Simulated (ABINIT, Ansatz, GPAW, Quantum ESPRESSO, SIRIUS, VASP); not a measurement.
# CuO: 7 runs at one level of theory

```xyz
2
Lattice="0.0000 2.3273 2.3273 2.3273 0.0000 2.3273 2.3273 2.3273 0.0000" Properties=species:S:1:pos:R:3 pbc="T T T"
Cu    0.0035    0.0118    0.0065
O     1.1878    1.1898    1.1175
```

The cell comes from a database or a generator and needn't be the stable form of this composition.

Atoms were shifted at random by some hundredths of an Å from the given cell, which wasn't relaxed again for these runs.

Alike in all runs: task single point; functional PBE; k mesh 10 × 10 × 10; occupations fermi-dirac, width 0.05 eV; no spin polarisation; no spin-orbit coupling. Pressure is positive in compression and, in plane waves, holds the error of the finite cutoff, which Ansatz's Pulay term estimates and takes out.

| program and potentials | plane-wave cutoff (eV) | notes | band gap (eV) | pressure (GPa) | largest force (eV/Å) | energy over the undisturbed cell (meV/atom) |
| --- | --- | --- | --- | --- | --- | --- |
| Quantum ESPRESSO, SSSP 1.3 efficiency PBE | 748 | 8.5 valence electrons an atom on average | ? | ? | ? | ? |
| ABINIT, JTH PAW PBE v2.0 | 707 | 12.5 valence electrons an atom on average | no gap | -9.62 | 0.157 | 1.88 |
| Ansatz, Ansatz PAW (earlier soft set) | 420 | 12.5 valence electrons an atom on average; Pulay term of +0.37 GPa included | no gap | -9.34 | 0.159 | 1.91 |
| SIRIUS, PseudoDojo 0.4.1 PBE standard (scalar relativistic) | 1254 | 12.5 valence electrons an atom on average | no gap | -9.59 | 0.159 | - |
| GPAW, GPAW PAW data sets (gpaw-data 1.2.1) | 800 | 8.5 valence electrons an atom on average | no gap | -8.27 | 0.192 | 2.37 |
| VASP, PBE PAW files Cu, O, 520 eV | 520 | 8.5 valence electrons an atom on average | no gap | -8.91 | 0.169 | - |
| Ansatz, all-electron LAPW, scalar-relativistic | - | - | no gap | -9.36 | 0.152 | - |

**Question.** Estimate from the other rows what the run with Quantum ESPRESSO, SSSP 1.3 efficiency PBE gave.

**Answer.** No band gap; pressure -9.66 GPa; largest force 0.160 eV/Å; energy over the undisturbed cell 1.93 meV/atom. The other rows, which needn't bracket it: pressure -9.62 to -8.27; largest force 0.152 to 0.192; energy over the undisturbed cell 1.88 to 2.37.
